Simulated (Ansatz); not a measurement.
InPd under changes of volume

One of the cells (17.513 Å³/atom); the others are scaled copies at fixed shape and fractional positions:

```
In Pd
1.0
     3.27188    0.00000    0.00000
     0.00000    3.27188    0.00000
     0.00000    0.00000    3.27188
In Pd
1 1
Direct
  0.00000 0.00000 0.00000
  0.50000 0.50000 0.50000
```

The cell comes from a database or a generator and needn't be the stable form of this composition.

* Program: Ansatz 0.2.0
* Functional: PBE
* Potentials or basis: Ansatz PAW
* Cutoff: 420 eV (not typed: the program's choice for these potentials)
* k mesh: 8 × 8 × 8
* Occupations: fermi-dirac, width 0.05 eV
* Spin: no spin polarisation

| volume (Å³/atom) | energy over the lowest point (meV/atom) | pressure (GPa) |
| --- | --- | --- |
| 16.462 | 58.94 | 13.4 |
| 16.813 | ? | ? |
| 17.163 | 16.10 | 6.5 |
| 17.513 | 5.14 | 3.6 |
| 17.863 | 0.00 | 1.1 |
| 18.214 | 0.06 | -1.1 |
| 18.564 | 4.75 | -3.1 |

Q: What does the run at 16.813 Å³/atom give?

A: Energy over the lowest point 33.74 meV/atom; pressure 9.7 GPa.

Worked out: A Birch-Murnaghan fit of order 3 (a polynomial in V^(-2/3)) to the other rows has its minimum at 18.03 Å³/atom with B0 = V·E''(V) = 115 GPa and B' = 5.3. It gives 33.74 meV/atom at 16.813 Å³/atom, against the run's 33.74, and -dE/dV = 9.7 GPa, against 9.7.

Energies are extrapolated to zero smearing.
